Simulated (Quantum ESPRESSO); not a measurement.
PtSe2 (Sudovikovite) in Quantum ESPRESSO: convergence with smearing width

Crystal: PtSe2 (Sudovikovite).

```
Pt Se
1.0
     3.72400    0.00000    0.00000
    -1.86200    3.22508    0.00000
     0.00000    0.00000    5.06200
Pt Se
1 2
Direct
  0.00000 0.00000 0.00000
  0.66667 0.33333 0.75000
  0.33333 0.66667 0.25000
```

* Program: Quantum ESPRESSO 7.5
* Task: single point
* Functional: PBE
* Potentials or basis: JTH 2.0 LDA
* Cutoff: 490 eV
* Density cutoff: 2939 eV
* k mesh: 8 × 8 × 5
* Occupations: cold, width 0.5 eV
* Spin: no spin polarisation

These are the settings of the first run; the series varies smearing width, with any setting tied to it.

Hardware: 1 thread of Arm Neoverse V1, on a shared host.

Q: The values tried are 0.5 eV, 0.3 eV, 0.2 eV, 0.136 eV, 0.1 eV, 0.05 eV, 0.025 eV, 0.01 eV, loosest first. From which on does the pressure stay within 0.1 GPa of the tightest run that finished?

A: From 0.3 eV on.

```csv
smearing width,"energy less the tightest run, at zero smearing (meV/atom)",pressure (GPa),largest force (eV/Å),SCF cycles,CPU time (s),peak memory (GiB)
0.5 eV,-0.62,7.34,0.606,11,33,0.14
0.3 eV,-1.12,7.43,0.626,10,31,0.14
0.2 eV,-0.81,7.43,0.637,11,34,0.14
0.136 eV,-0.48,7.44,0.638,11,39,0.14
0.1 eV,-0.29,7.44,0.633,11,40,0.14
0.05 eV,-0.05,7.46,0.616,10,39,0.14
0.025 eV,-0.03,7.46,0.607,11,37,0.14
0.01 eV,0.00,7.46,0.612,10,34,0.14
```

Against the tightest run, the energy stays within 1 meV/atom from 0.2 eV on; the largest force stays within 0.005 eV/Å from 0.05 eV on. Narrower smearing needs a denser k mesh, so at a fixed mesh the narrowest width isn't the most accurate. The tightest run that finished is the yardstick and may itself not be fully converged.

Caveat, for the tightest run too: the potentials were made for another functional, which shifts forces and pressure; the cutoff is low for these files, which shifts pressure and relaxed volume. Spin-orbit coupling is left out, which matters for the levels of Pt.
